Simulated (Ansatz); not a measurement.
**Trigonal deformation path in NaI**

These are results of DFT r2SCAN, scalar-relativistic, plane waves, PAW (Ansatz 0.2.0), not measurements. The runs took a 500 eV cutoff, a Γ-centred 8×8×8 mesh and Gaussian smearing (0.05 eV). Spin–orbit coupling is left out, which matters for the heavy elements here. No spin polarisation. Energies are free energies at this smearing, counted from the undisturbed cell; pressure is positive in compression.

The starting cell (as given, not relaxed at this level; it stands at -0.1 GPa):

```xyz
2
Lattice="0.0000 3.2364 3.2364 3.2364 0.0000 3.2364 3.2364 3.2364 0.0000" Properties=species:S:1:pos:R:3 pbc="T T T"
Na    0.0000    0.0000    0.0000
I     3.2364    3.2364    3.2364
```

At fixed volume and fractional coordinates, lengths along (0.577, 0.577, 0.577) are scaled against those across it; ρ is that ratio over its starting value. At ρ = 0.500 the cell becomes cubic (Pm-3m), and there the slope of the energy vanishes by symmetry.

| ρ | ΔE (meV/atom) |
| --- | --- |
| 0.500 | 176.9 |
| 0.600 | 152.9 |
| 0.710 | 92.5 |
| 0.850 | 25.8 |
| 1.000 | 0.0 |
| 1.410 | 184.4 |
| 2.000 | 960.2 |

**Question.** Predict the gap on the mesh (eV) at each point.

**Answer.**
```csv
ρ,gap on the mesh (eV)
0.500,3.01
0.600,3.27
0.710,3.47
0.850,3.90
1.000,4.43
1.410,2.38
2.000,0.00
```
Where the gap reads zero the k-mesh, chosen for the insulator, is on the coarse side.